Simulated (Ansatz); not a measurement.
Crystal: Te2Pt (Moncheite).

```
Pt Te
1.0
     4.01000    0.00000    0.00000
    -2.00500    3.47276    0.00000
     0.00000    0.00000    5.20100
Pt Te
1 2
Direct
  0.00000 0.00000 0.00000
  0.66667 0.33333 0.75000
  0.33333 0.66667 0.25000
```

```yaml
Program: Ansatz 0.2.0
Task: single point
Functional: PBE
Potentials_or_basis: Ansatz PAW
Cutoff: "420 eV (not typed: the program's choice for these potentials)"
k_mesh: 8 × 8 × 5
Occupations: fermi-dirac, width 0.05 eV
Spin: no spin polarisation
```

On this cell: pressure 8.7 GPa; largest force 0.994 eV/Å; band gap on the k mesh none (metal or under the smearing width).

The same run follows on a disturbed copy (atoms moved at random, drawn with an rms of 0.05 Å):

```xyz
3
Lattice="4.0100 0.0000 0.0000 -2.0050 3.4728 0.0000 0.0000 0.0000 5.2010" Properties=species:S:1:pos:R:3 pbc="T T T"
Pt   -0.0029    0.0289    0.0154
Te    2.0379    1.1681    3.9057
Te   -0.0378    2.3332    1.2627
```

Problem. What does the disturbed cell give?

Solution. The energy (extrapolated to zero smearing) moves by +21.9 meV/atom; pressure 10.0 GPa; largest force 1.532 eV/Å; band gap on the k mesh none (metal or under the smearing width).

Forces on the atoms (eV/Å):
```
Pt  -0.017 -0.214 -0.396
Te  -0.283  0.143 -1.105
Te   0.300  0.071  1.501
```

Stress tensor (GPa, compression positive):
```
10.71 -0.87  1.43
-0.87 10.47 -0.21
 1.43 -0.21  8.69
```
